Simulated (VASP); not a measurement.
# Zn (Im-3m) in VASP: notebook

Aim: see how the results for Zn move with the level of theory and the settings. Levels: LDA, PBE. Tasks: single point.

Program: VASP 6.6.1. These are calculated values, not measurements. Logs are shortened: lines on timing, memory, paths and dates and some standing lists are left out, and cuts for length are marked.

### Step 1. The structure

It takes space group Im-3m (No. 229, cubic). Conventional cell: a = 3.138 Å, b = 3.138 Å, c = 3.138 Å, α = 90.00°, β = 90.00°, γ = 90.00°. Zn (site symmetry m-3m) has 8 Zn at 2.72 Å as nearest neighbours.

This isn't the form of Zn at room conditions, which is hcp.

### Step 2. Single point, LDA, collinear spin, typed start (volume scaled by 0.92)

INCAR

```
SYSTEM = Zn
ALGO     = Fast           ! electronic algorithm
EDIFF    = 1E-7           ! SCF threshold, eV
ENCUT    = 520            ! plane-wave cutoff, eV
ISIF     = 2              ! what is computed and relaxed
ISMEAR   = -1             ! smearing method
ISPIN    = 2              ! spin polarisation
LASPH    = .True.         ! aspherical terms in the spheres
LCHARG   = .True.         ! write CHGCAR
LELF     = .True.         ! ELF
LORBIT   = 11             ! projections on sites
LREAL    = .False.        ! projectors in reciprocal space
LVHAR    = .True.       
LWAVE    = .False.        ! write WAVECAR
MAGMOM   = 0.5            ! initial moments
NBANDS   = 16             ! bands
NELM     = 150            ! most SCF steps
PREC     = Accurate       ! precision mode
SIGMA    = 0.05           ! smearing width, eV
```

KPOINTS

```
k-points
0
Gamma
  12 12 12
  0 0 0
```

POSCAR

```
Zn
1.0
   -1.5260278541      1.5260278541      1.5260278541
    1.5260278541     -1.5260278541      1.5260278541
    1.5260278541      1.5260278541     -1.5260278541
Zn
1
Direct
    0.0000000000      0.0000000000      0.0000000000
```

Potentials or basis: VASP PAW LDA potentials, release 64 (Zn).

Command:

```
$ cat potpaw_LDA.64/Zn/POTCAR > POTCAR
$ mpirun -np 1 vasp_std > vasp.out
```

OUTCAR:

```text
SYSTEM = Zn
   EDIFF = 1E-7
   ENCUT = 520
   ISIF = 2
   ISMEAR = -1
   ISPIN = 2
   LASPH = .True.
   LORBIT = 11
   LREAL = .False.
   NELM = 150
   PREC = Accurate

 ion  position               nearest neighbor table
   1  0.000  0.000  0.000-

  LATTYP: Found a body centered cubic cell.
 ALAT       =     3.0520557082

  Lattice vectors:

 A1 = (  -1.5260278541,   1.5260278541,   1.5260278541)
 A2 = (   1.5260278541,  -1.5260278541,   1.5260278541)
 A3 = (   1.5260278541,   1.5260278541,  -1.5260278541)

Analysis of symmetry for initial positions (statically):
=====================================================================
 Subroutine PRICEL returns:
 Original cell was already a primitive cell.

 Routine SETGRP: Setting up the symmetry group for a
 body centered cubic supercell.

 Subroutine GETGRP returns: Found 48 space group operations
 (whereof 48 operations were pure point group operations)
 out of a pool of 48 trial point group operations.

The static configuration has the point symmetry O_h .

Analysis of symmetry for dynamics (positions and initial velocities):
=====================================================================
 Subroutine PRICEL returns:
 Original cell was already a primitive cell.

 Routine SETGRP: Setting up the symmetry group for a
 body centered cubic supercell.

 Subroutine GETGRP returns: Found 48 space group operations
 (whereof 48 operations were pure point group operations)
 out of a pool of 48 trial point group operations.

The dynamic configuration has the point symmetry O_h .

Analysis of structural, dynamic, and magnetic symmetry:
=====================================================================
 Subroutine PRICEL returns:
 Original cell was already a primitive cell.

 Routine SETGRP: Setting up the symmetry group for a
 body centered cubic supercell.

 Subroutine GETGRP returns: Found 48 space group operations
 (whereof 48 operations were pure point group operations)
 out of a pool of 48 trial point group operations.

The overall configuration has the point symmetry O_h .

 Subroutine INISYM returns: Found 48 space group operations
 (whereof 48 operations are pure point group operations),
 and found     1 'primitive' translations

----------------------------------------------------------------------------------------

                                     Primitive cell

  volume of cell :      14.2150

  direct lattice vectors                    reciprocal lattice vectors
    -1.526027854  1.526027854  1.526027854     0.000000000  0.327648017  0.327648017
     1.526027854 -1.526027854  1.526027854     0.327648017  0.000000000  0.327648017
[... 104 lines left out ...]
  volume/ion in A,a.u.               =      14.22        95.93
  Fermi-wavevector in a.u.,A,eV,Ry     =   1.547223  2.923827 32.570955  2.393898
  Thomas-Fermi vector in A             =   2.652347
   LORBIT       =     11    0 simple, 1 ext, 2 COOP (PROOUT), +10 PAW based schemes
   GGA     = CA    functional components
   LHFCALC =     F    Hartree Fock is set to
   AEXX    =    0.0000 exact exchange contribution
   IVDW    =     0    specifies the selected vdW correction
   LEPSILON=     F    determine dielectric tensor
   LRPA    =     F    only Hartree local field effects (RPA)
 spin polarized calculation
 RMM-DIIS sequential band-by-band and
  energy-cutoff  :      520.00
  volume of cell :       14.22
 maximum number of plane-waves:       394
   NGX =  9   NGY =  9   NGZ =  9

 number of electron      11.9999981 magnetization      -0.0031946

 number of electron      11.9999981 magnetization       0.0000275

 Free energy of the ion-electron system (eV)
  ---------------------------------------------------
  ext. energy  EPLUGINS =         0.00000000
  ---------------------------------------------------
  free energy    TOTEN  =        -1.76730596 eV

  energy without entropy =       -1.76347814  energy(sigma->0) =       -1.76539205

 E-fermi :   3.4898     XC(G=0): -12.2650

 val. band max:        3.4729719932   @ k =  -0.4167  -0.4167   0.0833
 cond. band min:       3.4918947075   @ k =   0.4167   0.0833   0.0000
 fundamental gap:      0.0189227143
 Fermi energy:         3.4898172511

 spin component 1

 k-point     1 :       0.0000    0.0000    0.0000
  band No.  band energies     occupation
      1      -7.5492      1.00000
      2      -4.6043      1.00000
      3      -4.6043      1.00000
      4      -4.6043      1.00000
      5      -4.0204      1.00000
      6      -4.0204      1.00000
[... 435 lines left out ...]
      5      -3.9207      1.00000
      6       1.2689      1.00000
[... 8 lines left out ...]
     15      37.8580      0.00000
     16      44.1214      0.00000

 [... further k-points ...]

 spin component 2

 k-point     1 :       0.0000    0.0000    0.0000
  band No.  band energies     occupation
      1      -7.5492      1.00000
      2      -4.6044      1.00000
      3      -4.6044      1.00000
      4      -4.6044      1.00000
      5      -4.0205      1.00000
      6      -4.0205      1.00000
[... 435 lines left out ...]
      5      -3.9208      1.00000
      6       1.2689      1.00000
[... 8 lines left out ...]
     15      37.8581      0.00000
     16      44.1198      0.00000

 [... further k-points ...]

------------------------ aborting loop because EDIFF is reached ----------------------------------------

  FORCE on cell =-STRESS in cart. coord.  units (eV):
  Direction    XX          YY          ZZ          XY          YZ          ZX
  --------------------------------------------------------------------------------------
  -------------------------------------------------------------------------------------
  Total       -0.2666569     -0.2666569     -0.2666569      0.0000000      0.0000000     -0.0000000
  in kB      -30.0549540    -30.0549540    -30.0549540      0.0000000      0.0000000     -0.0000000
  external PRESSURE =     -30.0549540 kB  Pullay stress =       0.0000000 kB

 VOLUME and BASIS-vectors are now :
 -----------------------------------------------------------------------------
  energy-cutoff  :      520.00
  volume of cell :       14.22
      direct lattice vectors                 reciprocal lattice vectors
    -1.526027854  1.526027854  1.526027854     0.000000000  0.327648017  0.327648017
     1.526027854 -1.526027854  1.526027854     0.327648017  0.000000000  0.327648017
     1.526027854  1.526027854 -1.526027854     0.327648017  0.327648017  0.000000000

 POSITION                                       TOTAL-FORCE (eV/Angst)
 -----------------------------------------------------------------------------------
      0.00000      0.00000      0.00000        -0.000000     -0.000000      0.000000
 -----------------------------------------------------------------------------------
    total drift:                                0.000000     -0.000000      0.000000

  FREE ENERGIE OF THE ION-ELECTRON SYSTEM (eV)
  ---------------------------------------------------
  free  energy   TOTEN  =        -1.7673059627 eV

  energy  without entropy=       -1.7634781420  energy(sigma->0) =       -1.76539205

 total charge

# of ion       s       p       d       tot
------------------------------------------
    1        0.616   0.471   9.733  10.820

 magnetization (x)

# of ion       s       p       d       tot
------------------------------------------
    1        0.000   0.000  -0.000   0.000
```

Wall time 59 s (1 thread of AMD EPYC, shared host); peak memory 0.1 GiB.

What came out:

- Free energy: -1.7673 eV
- Pressure: -3.0 GPa
- Band gap on the k mesh: none (metal or under the smearing width)
- Net moment: 0.00 μB per cell
- Valence electrons inside the program's atomic spheres: Zn 10.82

### Step 3. Single point, PBE

INCAR

```
PREC = Accurate ; ENCUT = 520
EDIFF = 1E-6 ; ISMEAR = -1
SIGMA = 0.04 ; LREAL = F
LASPH = T ; NELM = 60
ALGO = Normal ; ISIF = 2
LWAVE = F ; LCHARG = T
GGA = PE ; LELF = T
LVHAR = T ; NBANDS = 12
```

KPOINTS

```
Automatic mesh
0
Gamma
  8 8 8
```

POSCAR

```
Zn
1.0
   -1.5690370000      1.5690370000      1.5690370000
    1.5690370000     -1.5690370000      1.5690370000
    1.5690370000      1.5690370000     -1.5690370000
Zn
1
Direct
    0.0000000000      0.0000000000      0.0000000000
```

Potentials or basis: VASP PAW PBE potentials, release 64 (Zn).

Command:

```
$ cat potpaw_PBE.64/Zn/POTCAR > POTCAR
$ mpirun -np 1 vasp_std > vasp.out
```

OUTCAR:

```text
PREC = Accurate
   ENCUT = 520
   EDIFF = 1E-6
   ISMEAR = -1
   LREAL = F
   LASPH = T
   NELM = 60
   ISIF = 2
   GGA = PE

 ion  position               nearest neighbor table
   1  0.000  0.000  0.000-

  LATTYP: Found a body centered cubic cell.
 ALAT       =     3.1380740000

  Lattice vectors:

 A1 = (  -1.5690370000,   1.5690370000,   1.5690370000)
 A2 = (   1.5690370000,  -1.5690370000,   1.5690370000)
 A3 = (   1.5690370000,   1.5690370000,  -1.5690370000)

Analysis of symmetry for initial positions (statically):
=====================================================================
 Subroutine PRICEL returns:
 Original cell was already a primitive cell.

 Routine SETGRP: Setting up the symmetry group for a
 body centered cubic supercell.

 Subroutine GETGRP returns: Found 48 space group operations
 (whereof 48 operations were pure point group operations)
 out of a pool of 48 trial point group operations.

The static configuration has the point symmetry O_h .

Analysis of symmetry for dynamics (positions and initial velocities):
=====================================================================
 Subroutine PRICEL returns:
 Original cell was already a primitive cell.

 Routine SETGRP: Setting up the symmetry group for a
 body centered cubic supercell.

 Subroutine GETGRP returns: Found 48 space group operations
 (whereof 48 operations were pure point group operations)
 out of a pool of 48 trial point group operations.

The dynamic configuration has the point symmetry O_h .

 Subroutine INISYM returns: Found 48 space group operations
 (whereof 48 operations are pure point group operations),
 and found     1 'primitive' translations

----------------------------------------------------------------------------------------

                                     Primitive cell

  volume of cell :      15.4511

  direct lattice vectors                    reciprocal lattice vectors
[... 110 lines left out ...]
   GGA     = PE    functional components
   LHFCALC =     F    Hartree Fock is set to
   AEXX    =    0.0000 exact exchange contribution
   IVDW    =     0    specifies the selected vdW correction
   LEPSILON=     F    determine dielectric tensor
   LRPA    =     F    only Hartree local field effects (RPA)
 non-spin polarized calculation
  energy-cutoff  :      520.00
  volume of cell :       15.45
 maximum number of plane-waves:       429
   NGX = 11   NGY = 11   NGZ = 11

 number of electron      12.0000023 magnetization

 Free energy of the ion-electron system (eV)
  ---------------------------------------------------
  ext. energy  EPLUGINS =         0.00000000
  ---------------------------------------------------
  free energy    TOTEN  =        -1.01186385 eV

  energy without entropy =       -1.01022370  energy(sigma->0) =       -1.01104378

 E-fermi :   2.9202     XC(G=0): -11.4873

 val. band max:        2.7449998660   @ k =   0.3750   0.1250   0.1250
 cond. band min:       2.9345191544   @ k =   0.5000   0.5000   0.2500
 fundamental gap:      0.1895192884
 Fermi energy:         2.9202169845

 k-point     1 :       0.0000    0.0000    0.0000
  band No.  band energies     occupation
      1      -7.2519      2.00000
      2      -4.6859      2.00000
      3      -4.6859      2.00000
      4      -4.6859      2.00000
      5      -4.1898      2.00000
      6      -4.1898      2.00000
      7      22.0459      0.00000
      8      22.0459      0.00000
      9      22.0459      0.00000
     10      23.7976      0.00000
     11      23.7976      0.00000
     12      23.7976      0.00000
[... 331 lines left out ...]
 k-point    24 :      -0.3750    0.3750    0.2500
  band No.  band energies     occupation
      1      -4.9309      2.00000
      2      -4.8085      2.00000
      3      -4.4835      2.00000
      4      -4.3330      2.00000
      5      -4.0412      2.00000
      6      -0.2809      2.00000
      7       7.5466      0.00000
      8      10.2871      0.00000
      9      12.9525      0.00000
     10      15.7360      0.00000
     11      23.1526      0.00000
     12      26.5545      0.00000

 [... further k-points ...]

------------------------ aborting loop because EDIFF is reached ----------------------------------------

  FORCE on cell =-STRESS in cart. coord.  units (eV):
  Direction    XX          YY          ZZ          XY          YZ          ZX
  --------------------------------------------------------------------------------------
  -------------------------------------------------------------------------------------
  Total       -0.0830144     -0.0830144     -0.0830144      0.0000000      0.0000000     -0.0000000
  in kB       -8.6080426     -8.6080426     -8.6080426      0.0000000      0.0000000     -0.0000000
  external PRESSURE =      -8.6080426 kB  Pullay stress =       0.0000000 kB

 VOLUME and BASIS-vectors are now :
 -----------------------------------------------------------------------------
  energy-cutoff  :      520.00
  volume of cell :       15.45
      direct lattice vectors                 reciprocal lattice vectors
    -1.569037000  1.569037000  1.569037000     0.000000000  0.318666800  0.318666800
     1.569037000 -1.569037000  1.569037000     0.318666800  0.000000000  0.318666800
     1.569037000  1.569037000 -1.569037000     0.318666800  0.318666800  0.000000000

 POSITION                                       TOTAL-FORCE (eV/Angst)
 -----------------------------------------------------------------------------------
      0.00000      0.00000      0.00000        -0.000000      0.000000      0.000000
 -----------------------------------------------------------------------------------
    total drift:                                0.000000     -0.000000      0.000000

  FREE ENERGIE OF THE ION-ELECTRON SYSTEM (eV)
  ---------------------------------------------------
  free  energy   TOTEN  =        -1.0118638501 eV

  energy  without entropy=       -1.0102237035  energy(sigma->0) =       -1.01104378
```

OSZICAR:

```text
N       E                     dE             d eps       ncg     rms          rms(c)
DAV:   1     0.442229705179E+02    0.44223E+02   -0.66738E+03   712   0.159E+03
DAV:   2     0.459891654937E+00   -0.43763E+02   -0.40503E+02   724   0.211E+02
DAV:   3    -0.110320546503E+01   -0.15631E+01   -0.15594E+01   832   0.398E+01
DAV:   4    -0.110775089529E+01   -0.45454E-02   -0.45452E-02   784   0.211E+00
DAV:   5    -0.110775431397E+01   -0.34187E-05   -0.34189E-05   796   0.553E-02    0.271E+00
DAV:   6    -0.101877926400E+01    0.88975E-01   -0.46788E-01   792   0.138E+01    0.210E+00
DAV:   7    -0.101402496831E+01    0.47543E-02   -0.87692E-03   772   0.181E+00    0.106E+00
DAV:   8    -0.101185463955E+01    0.21703E-02   -0.11786E-03   868   0.488E-01    0.410E-02
DAV:   9    -0.101186362626E+01   -0.89867E-05   -0.83845E-05   936   0.124E-01    0.210E-02
DAV:  10    -0.101186385015E+01   -0.22389E-06   -0.55943E-06   756   0.377E-02
   1 F= -.10118639E+01 E0= -.10110438E+01  d E =-.164015E-02
```

It took 3 s on 1 thread of AMD EPYC 9R45 (Zen 5), shared host; peak memory 0.09 GiB.

What came out:

| Property | Result |
| --- | --- |
| Free energy | -1.0119 eV |
| Pressure | -0.9 GPa |
| Band gap on the k mesh | none (metal or under the smearing width) |
